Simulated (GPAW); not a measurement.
TaN:

```xyz
2
Lattice="0.0000 2.2113 2.2113 2.2113 0.0000 2.2113 2.2113 2.2113 0.0000" Properties=species:S:1:pos:R:3 pbc="T T T"
Ta    2.2113    2.2113    2.2113
N     0.0000    0.0000    0.0000
```

The cell comes from a database or a generator and needn't be the stable form of this composition.

Base run:

- Program: GPAW 26.7.0
- Functional: revPBE
- Potentials or basis: the program's PAW data sets (release 1.2.1) made for this functional
- Cutoff: 800 eV
- Basis: pw
- k mesh: 10 × 10 × 10
- Occupations: fermi-dirac, width 0.05 eV
- Spin: no spin polarisation

Its results: pressure 2.5 GPa.

Q: After a change of settings the same cell gave: pressure 4.0 GPa. Which change was it?
A. functional from revPBE to PBEsol; potentials or basis from the program's PAW data sets (release 1.2.1) made for this functional to PAW data sets generated in the run's folder for this functional
B. functional from revPBE to RPBE
C. functional from revPBE to LDA; band points from 100 to 60
D. functional from revPBE to PBE; potentials or basis from the program's PAW data sets (release 1.2.1) made for this functional to GPAW PAW data sets (gpaw-data 1.2.1)

A: B.
